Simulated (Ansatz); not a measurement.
## BaS under changes of volume

One of the cells (32.576 Å³/atom); the others are scaled copies at fixed shape and fractional positions:

```xyz
2
Lattice="0.0000 3.1938 3.1938 3.1938 0.0000 3.1938 3.1938 3.1938 0.0000" Properties=species:S:1:pos:R:3 pbc="T T T"
Ba    0.0000    0.0000    0.0000
S     3.1938    3.1938    3.1938
```

* Program: Ansatz 0.2.0
* Functional: HSE06
* Potentials or basis: Ansatz PAW
* Cutoff: 420 eV (not typed: the program's choice for these potentials)
* k mesh: 4 × 4 × 4
* Occupations: fermi-dirac, width 0.05 eV
* Spin: no spin polarisation

```csv
volume (Å³/atom),energy over the lowest point (meV/atom),pressure (GPa),gap on the mesh (eV)
30.622,?,?,?
31.273,11.90,2.5,3.05
31.925,3.89,1.4,3.08
32.576,0.07,0.5,3.11
33.228,0.00,-0.4,3.14
33.879,3.31,-1.2,3.17
34.531,9.65,-1.9,3.19
```

Task: What does the run at 30.622 Å³/atom give?

Result: Energy over the lowest point 24.59 meV/atom; pressure 3.7 GPa; gap on the mesh 3.01 eV.

Worked out: A Birch-Murnaghan fit of order 3 (a polynomial in V^(-2/3)) to the other rows has its minimum at 32.91 Å³/atom with B0 = V·E''(V) = 44 GPa and B' = 4.4. It gives 24.56 meV/atom at 30.622 Å³/atom, against the run's 24.59, and -dE/dV = 3.7 GPa, against 3.7. A straight line through the other rows of the gap, of slope 1.44 eV per unit of ln V, extrapolates to 3.02 eV, against the run's 3.01.

Energies are extrapolated to zero smearing.

Caveats: some runs use coarse meshes; spin-orbit coupling is left out, which moves the levels of the heavy elements; the PAW data sets come from PBE, with cores solved anew for the run's functional, which leaves a small shift of forces and pressure; the thresholds are loose for stress.

A mesh can miss the band edges.
